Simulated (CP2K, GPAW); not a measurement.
Given: the input of a run of CP2K 2026.2 on Ca. This isn't the form of Ca at room conditions, which is fcc.

The input ca_scf.inp:

```
&GLOBAL
  PROJECT ca_scf
  RUN_TYPE ENERGY_FORCE
  PRINT_LEVEL LOW
&END GLOBAL
&FORCE_EVAL
  METHOD QS
  STRESS_TENSOR ANALYTICAL
  &DFT
    BASIS_SET_FILE_NAME BASIS_MOLOPT_UZH
    POTENTIAL_FILE_NAME GTH_POTENTIALS
    &MGRID
      CUTOFF 450
      REL_CUTOFF 60
      NGRIDS 4
    &END MGRID
    &QS
      METHOD GPW
      EPS_DEFAULT 1.0E-10
    &END QS
    &KPOINTS
      SCHEME MONKHORST-PACK 8 8 8
      GAMMA_CENTERED T
      SYMMETRY T
      SYMMETRY_BACKEND SPGLIB
    &END KPOINTS
    &SCF
      SCF_GUESS ATOMIC
      EPS_SCF 1.0E-6
      MAX_SCF 100
      ADDED_MOS 8
      CHOLESKY OFF
      EPS_EIGVAL 1.0E-7
      &DIAGONALIZATION ON
        ALGORITHM STANDARD
      &END DIAGONALIZATION
      &MIXING ON
        METHOD BROYDEN_MIXING
        ALPHA 0.4
        BETA 1.5
        NBUFFER 8
      &END MIXING
      &SMEAR ON
        METHOD GAUSSIAN
        SIGMA [eV] 0.05
      &END SMEAR
    &END SCF
    &XC
      &XC_FUNCTIONAL
        &LDA_X
        &END LDA_X
        &LDA_C_PW
        &END LDA_C_PW
      &END XC_FUNCTIONAL
    &END XC
    &PRINT
      &KPOINTS ON
      &END KPOINTS
      &MULLIKEN ON
      &END MULLIKEN
      &MO ON
        ENERGIES T
        OCCUPATION_NUMBERS T
        &EACH
          QS_SCF 0
        &END EACH
        ADD_LAST NUMERIC
      &END MO
    &END PRINT
  &END DFT
  &SUBSYS
    &CELL
      ABC 3.4886563400 3.4886563400 3.4886563400
      ALPHA_BETA_GAMMA 90.0000000000 90.0000000000 90.0000000000
      PERIODIC XYZ
    &END CELL
    &COORD
      SCALED
      Ca  0.0000000000 0.0000000000 0.0000000000
    &END COORD
    &KIND Ca
      BASIS_SET TZVP-MOLOPT-PBE-GTH-q10
      POTENTIAL GTH-PADE-q10
    &END KIND
    &PRINT
      &ATOMIC_COORDINATES ON
      &END ATOMIC_COORDINATES
      &CELL ON
      &END CELL
    &END PRINT
  &END SUBSYS
  &PRINT
    &FORCES ON
    &END FORCES
    &STRESS_TENSOR ON
    &END STRESS_TENSOR
  &END PRINT
&END FORCE_EVAL
```

Potentials or basis: GTH_POTENTIALS Ca GTH-PADE-q10; TZVP-MOLOPT-PBE-GTH basis.

The run is started by

```bash
$ OMP_NUM_THREADS=1 cp2k.psmp -i ca_scf.inp -o ca_scf.out
```

What does the same run look like in GPAW 26.7.0 (ASE script)? Potentials or basis there: the program's PAW data sets (release 1.2.1) made for this functional, cutoff 600 eV.

As run (cutoffs and basis follow the program's own potentials, and thresholds, step limits or extra output files can differ):

File run.py:

```python
from ase.dft.bandgap import bandgap
from ase.io import read, write
from ase.units import GPa
from gpaw import GPAW, PW

atoms = read('POSCAR')

calc = GPAW(mode=PW(600),
            xc='LDA',
            kpts={'size': (8, 8, 8), 'gamma': True},
            occupations={'name': 'methfessel-paxton', 'order': 0, 'width': 0.05},
            nbands=12,
            convergence={'density': 1e-05, 'energy': 1e-05},
            maxiter=150,
            txt='gpaw.txt')
atoms.calc = calc
energy = atoms.get_potential_energy()
forces = atoms.get_forces()
stress = atoms.get_stress()
calc.write('gs.gpw')
write('result.traj', atoms)
print(f'Energy: {energy:.6f} eV')
print('Forces (eV/A):')
print(forces.round(4))
print('Stress (GPa):', (stress / GPa).round(3))
print('Fermi level:', round(calc.get_fermi_level(), 4), 'eV')
print(f'Gap: {bandgap(calc)[0]:.4f} eV, direct: {bandgap(calc, direct=True)[0]:.4f} eV')
```

File POSCAR:

```
Ca
1.0
    3.4886563400      0.0000000000      0.0000000000
    0.0000000000      3.4886563400      0.0000000000
    0.0000000000      0.0000000000      3.4886563400
Ca
1
Direct
    0.0000000000      0.0000000000      0.0000000000
```

Potentials or basis: the program's PAW data sets (release 1.2.1) made for this functional, pw.

The run is started by

```sh
$ OMP_NUM_THREADS=1 python run.py
```

Both were run:

|  | CP2K | GPAW |
| --- | --- | --- |
| Pressure | -0.8 GPa | -0.9 GPa |

The two programs' LDA may be different fits to the electron gas.

Pressure is positive in compression.
